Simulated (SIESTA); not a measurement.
# SiC (Moissanite) (P6_3mc) in SIESTA: settings compared, part 2 of 2

SIESTA 5.4.2.

### 4 Band structure, PBE

File SiC.fdf:

```
SystemName                      Moissanite
SystemLabel                     SiC
NumberOfSpecies                 2
NumberOfAtoms                   4
%block ChemicalSpeciesLabel
  1  14 Si
  2   6 C
%endblock ChemicalSpeciesLabel

LatticeConstant                 1.0 Ang
%block LatticeVectors
     3.0760000000     0.0000000000     0.0000000000
    -1.5380000000     2.6638941420     0.0000000000
     0.0000000000     0.0000000000     5.0480000000
%endblock LatticeVectors
AtomicCoordinatesFormat         Fractional
%block AtomicCoordinatesAndAtomicSpecies
     0.6666666667     0.3333333333     0.5000000000  1  Si
     0.3333333333     0.6666666667     0.0000000000  1  Si
     0.6666666667     0.3333333333     0.8850000000  2  C
     0.3333333333     0.6666666667     0.3850000000  2  C
%endblock AtomicCoordinatesAndAtomicSpecies

%block kgrid.MonkhorstPack
   10   0   0  0.0
    0  10   0  0.0
    0   0   5  0.0
%endblock kgrid.MonkhorstPack
XC.Functional                   GGA
XC.Authors                      PBE
PAO.BasisSize                   DZP
PAO.EnergyShift                 0.002 Ry
Mesh.Cutoff                     500 Ry
OccupationFunction              FD
ElectronicTemperature           0.05 eV
MaxSCFIterations                120
SCF.MustConverge                false
SCF.Mixer.Method                Pulay
SCF.Mixer.Weight                0.25
SCF.Mixer.History               8
SCF.DM.Tolerance                5.0e-05
SCF.H.Tolerance                 1.0e-03 eV
WriteForces                     true
Charge.Mulliken                 end
Charge.Hirshfeld                end
Charge.Voronoi                  end
SaveRho                         true
SaveElectrostaticPotential      true
BandLinesScale                  ReciprocalLatticeVectors
%block BandLines
    1    0.000000   0.000000   0.000000  \Gamma
   11    0.500000   0.000000   0.000000  M
    7    0.333333   0.333333   0.000000  K
   13    0.000000   0.000000   0.000000  \Gamma
    6    0.000000   0.000000   0.500000  A
   11    0.500000   0.000000   0.500000  L
    7    0.333333   0.333333   0.500000  H
   13    0.000000   0.000000   0.500000  A
    1    0.500000   0.000000   0.500000  L
    6    0.500000   0.000000   0.000000  M
    1    0.333333   0.333333   0.000000  K
    6    0.333333   0.333333   0.500000  H
%endblock BandLines
```

Potentials or basis: PseudoDojo 0.4 standard (PBE files), DZP (energy shift 0.002 Ry).

Started as:

```console
siesta SiC.fdf > SiC.out 2>&1
```

SiC.out:

```text
Version         : 5.4.2

[... 6 lines left out ...]
 NOTE: Please see the manual for full details and compatibility measures.

reinit: Reading from file SiC.fdf

reinit: -----------------------------------------------------------------------
reinit: System Name: Moissanite
reinit: -----------------------------------------------------------------------
reinit: System Label: SiC
reinit: -----------------------------------------------------------------------

initatom: Reading input for the pseudopotentials and atomic orbitals ----------
Species number:   1 Atomic number:   14 Label: Si
Species number:   2 Atomic number:    6 Label: C

Ground state valence configuration (from tables):   3s02  3p02  3d00  4f00
Ground state valence configuration (from tables):   2s02  2p02  3d00  4f00

---- Processing specs for species: Si
Reading pseudopotential information in PSML from:
  Si.psml
PSML file version: 1.1
Using libxc ids:  101 130
GGA--PBE XC_GGA_X_PBE--XC_GGA_C_PBE pb

---- Processing specs for species: C
Reading pseudopotential information in PSML from:
  C.psml
PSML file version: 1.1
Using libxc ids:  101 130
GGA--PBE XC_GGA_X_PBE--XC_GGA_C_PBE pb

---- Pseudopotential check for Si

Pseudized shells:
3s( 2.00) rc: 1.60
3p( 2.00) rc: 1.71
3d( 0.00) rc: 1.90
Valence configuration for ps generation: 3s:3p: Total charge:   4.000000

---- Pseudopotential check for C

Pseudized shells:
2s( 2.00) rc: 1.20
2p( 2.00) rc: 1.25
Valence configuration for ps generation: 2s:2p: Total charge:   4.000000
For Si, standard SIESTA heuristics set lmxkb to 3
 (one more than the basis l, including polarization orbitals).
Use PS.lmax or PS.KBprojectors blocks to override.
[... 568 lines left out ...]
siesta: ----------------------------------------
siesta:    Tot    0.000000   -0.000000   -0.001603

siesta: Stress tensor (static) (eV/Ang**3):
siesta:    -0.055905   -0.000000    0.000000
siesta:    -0.000000   -0.055905   -0.000000
siesta:    -0.000000   -0.000000   -0.019442

siesta: Cell volume =         41.364011 Ang**3

siesta: Pressure (static):
siesta:                Solid            Molecule  Units
siesta:           0.00047651          0.00076426  Ry/Bohr**3
siesta:           0.04375084          0.07017107  eV/Ang**3
siesta:          70.09657125        112.42644273  kBar

Basis Enthalpy Calculation:
    Basis Pressure for species 1(Si) :      0.2000000 GPa
    Basis Pressure for species 2(C) :      0.2000000 GPa

    Orbital volume contribution        =           3.958116 eV
    (Free)E + p_basis*V_orbitals       =        -554.245876 eV
    (Free)Eharris+ p_basis*V_orbitals  =        -554.245876 eV

mulliken: Atomic and Orbital Populations:

Species: Si
Atom  Qatom  Qorb
               3s      3s      3py     3pz     3px     3py     3pz     3px
               3Pdxy   3Pdyz   3Pdz2   3Pdxz   3Pdx2-y2
   1  3.951   1.102   0.114   0.094  -0.006   0.094   0.507   0.560   0.507
              0.202   0.172   0.232   0.172   0.202
   2  3.951   1.102   0.114   0.094  -0.006   0.094   0.507   0.560   0.507
              0.202   0.172   0.232   0.172   0.202

Species: C
Atom  Qatom  Qorb
               2s      2s      2py     2pz     2px     2py     2pz     2px
               3Pdxy   3Pdyz   3Pdz2   3Pdxz   3Pdx2-y2
   3  4.049   0.606   0.484   0.208   0.352   0.208   0.739   0.616   0.739
              0.019   0.018   0.023   0.018   0.019
   4  4.049   0.606   0.484   0.208   0.352   0.208   0.739   0.616   0.739
              0.019   0.018   0.023   0.018   0.019

mulliken: Qtot =       16.000

Mulliken Atomic Populations:
Atom #   charge [q] valence [e]  Species
     1     0.049328    3.950672  Si
     2     0.049328    3.950672  Si
     3    -0.049328    4.049328  C
     4    -0.049328    4.049328  C
 Total    -0.000000

Hirshfeld Atomic Populations:
Atom #   charge [q] valence [e]  Species
     1     0.288741    3.711259  Si
     2     0.288741    3.711259  Si
     3    -0.288740    4.288740  C
     4    -0.288740    4.288740  C
 Total     0.000000

Voronoi Atomic Populations:
Atom #   charge [q] valence [e]  Species
     1     0.399660    3.600340  Si
     2     0.399660    3.600340  Si
     3    -0.399659    4.399659  C
     4    -0.399659    4.399659  C
 Total     0.000000

Job completed
```

Wall time 95 s (1 thread of Arm Neoverse V1, shared host); peak memory 0.3 GiB.

What came out:

```yaml
Free_energy: -558.2040 eV
Pressure: 7.0 GPa
Largest_force: 0.844 eV/Å
Band_gap_on_the_k_mesh: 2.45 eV, indirect (least direct gap 4.08 eV)
Band_gap_along_the_path: 2.29 eV, indirect (least direct gap 4.08 eV)
Hirshfeld_charges: Si +0.29; C -0.29 e
Voronoi_charges: Si +0.40; C -0.40 e
```

Forces on the atoms (eV/Å):
```
Si   0.000  0.000  0.843
Si   0.000  0.000  0.843
C    0.000  0.000 -0.844
C    0.000  0.000 -0.844
```

Levels at the corners of the path, in eV from the valence-band top:
| point | band 6 | band 7 | band 8 | band 9 | band 10 | band 11 |
| --- | --- | --- | --- | --- | --- | --- |
| Γ | -0.32 | -0.32 | 0.00 | 4.72 | 6.43 | 6.43 |
| M | -3.62 | -3.31 | -1.55 | 2.53 | 4.16 | 7.07 |
| K | -4.18 | -4.10 | -4.10 | 2.29 | 7.97 | 8.67 |
| Γ | -0.32 | -0.32 | 0.00 | 4.72 | 6.43 | 6.43 |
| A | -1.02 | -1.02 | -1.02 | 5.83 | 5.83 | 7.12 |
| L | -2.76 | -2.40 | -2.40 | 3.13 | 3.13 | 4.95 |
| H | -5.92 | -1.81 | -1.81 | 4.81 | 4.81 | 6.00 |
| A | -1.02 | -1.02 | -1.02 | 5.83 | 5.83 | 7.12 |
| L | -2.76 | -2.40 | -2.40 | 3.13 | 3.13 | 4.95 |
| M | -3.62 | -3.31 | -1.55 | 2.53 | 4.16 | 7.07 |
| K | -4.18 | -4.10 | -4.10 | 2.29 | 7.97 | 8.67 |
| H | -5.92 | -1.81 | -1.81 | 4.81 | 4.81 | 6.00 |

Caveat: the mesh misses the band edges, which the band path finds closer together; the basis of atomic orbitals isn't converged, which shifts pressures, moduli and gaps. A hybrid or GW would open this gap; PBE tends to underestimate it.

### 5 Summary

| level | potentials or basis | gap on the mesh (eV) | pressure (GPa) | largest force (eV/Å) |
| --- | --- | --- | --- | --- |
| PBE | PseudoDojo 0.4 standard (PBE files), TZP (energy shift 0.002 Ry) | 2.47 | 6.3 | 0.81 |
| xPBE | PseudoDojo 0.4 standard (PBE files), DZP (energy shift 0.002 Ry) | 2.50 | 7.6 | 0.84 |
| PBE | PseudoDojo 0.4 standard (PBE files), DZP (energy shift 0.002 Ry) | 2.45 | 7.0 | 0.84 |

Alike in all rows: task band structure; no spin polarisation; cell as given; k mesh 10 × 10 × 5; smearing fermi-dirac 0.05 eV; grid cutoff 500 Ry; energy shift 0.002 Ry.

Caveats: the mesh misses the band edges, which the band path finds closer together; the basis of atomic orbitals isn't converged, which shifts pressures, moduli and gaps; the potentials were made for another functional, which shifts forces and pressure (some runs).

Total energies depend on the potentials used, so only differences within one code and one set of settings carry meaning.
